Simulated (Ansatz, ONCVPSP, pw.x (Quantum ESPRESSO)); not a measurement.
Tc: one change to the ONCV potential, in the atom and in the diamond crystal

```json
{
  "Element": "technetium (Tc)",
  "Generator": "ONCVPSP 4.0.1",
  "Type": "optimised norm-conserving Vanderbilt (ONCV)",
  "Functional": "PBE",
  "Relativity": "scalar-relativistic",
  "Frozen core": "[Ar] 3d10",
  "Valence charge": "15",
  "Reference configuration": "4s2 4p6 4d5.5 5s1.5",
  "Partial waves": "4s+5s: rc 1.75 bohr, ncon 4, nbas 9, qcut 6.4 1/bohr, 2 projectors; 4p: rc 1.65 bohr, ncon 4, nbas 7, qcut 7.1 1/bohr, 1 projector; 4d: rc 1.55 bohr, ncon 4, nbas 7, qcut 6.9 1/bohr, 2 projectors, debl 2.1 Ha",
  "Local potential": "polynomial inside 1.25 bohr (lpopt 5, dvloc0 0 Ha)",
  "Core correction": "none"
}
```

Change: local potential polynomial inside 1.25 bohr (lpopt 5, dvloc0 5.5 Ha).

Cutoffs, loose and tight: the cutoffs (Ha) at which the residual kinetic energy of the hardest occupied pseudo-wave falls to 1 and 0.1 mHa per electron. They do not see the model core or the augmentation charge, which bear on the density cutoff. Test errors are all-electron minus pseudo excitation energies from the reference, over the configurations 4s2 4p6 4d5 5s2; 4s2 4p6 4d5 5s1; 4s2 4p6 4d5 5s0; 4s2 4p6 4d4 5s0; variants that change the core or the reference have their own tests.

Crystal test: diamond Tc in pw.x 7.5, no spin, 8³ k-points, Fermi–Dirac smearing 0.01 Ry, cutoffs set for each file from its atomic test. The reference is all-electron LAPW (Ansatz 0.2.0) with the same functional, mesh and smearing; V0 and B0 come from Birch–Murnaghan fits to the pressures at five volumes. Errors are pseudo minus all-electron; Δ is the rms difference of the E(V) curves that follow from these fits, minima aligned, over ±6 % about the mean V0. Mesh and smearing are coarse, so the numbers serve the comparison and aren't converged zero-temperature values; the lattice is a test structure that the element need not adopt.

All-electron: a0 = 5.541 Å (V0 = 21.27 Å³/atom), B0 = 149.7 GPa.

Problem. Does the change bring the crystal closer to the all-electron result?

Solution. The mean pressure error goes from -0.83 to -1.50 GPa, so the change moves the solid further from the all-electron pressures.

```json
{"quantity": "outcome (atom)", "base": "generated", "changed": "generated"}
{"quantity": "cutoff, loose (atom)", "base": "21 Ha", "changed": "21 Ha"}
{"quantity": "cutoff, tight (atom)", "base": "35 Ha", "changed": "35 Ha"}
{"quantity": "bound ghosts (atom)", "base": "none", "changed": "none"}
{"quantity": "largest test error (meV) (atom)", "base": "-3.4", "changed": "+3.7"}
{"quantity": "cutoffs in pw.x (Ry)", "base": "80/320", "changed": "80/320"}
{"quantity": "a0 (Å)", "base": "5.531", "changed": "5.523"}
{"quantity": "a0 error (%)", "base": "-0.18", "changed": "-0.33"}
{"quantity": "B0 error (%)", "base": "+2.2", "changed": "+4.1"}
{"quantity": "Δ (meV/atom)", "base": "3.8", "changed": "6.9"}
{"quantity": "mean pressure error (GPa)", "base": "-0.83", "changed": "-1.50"}
```
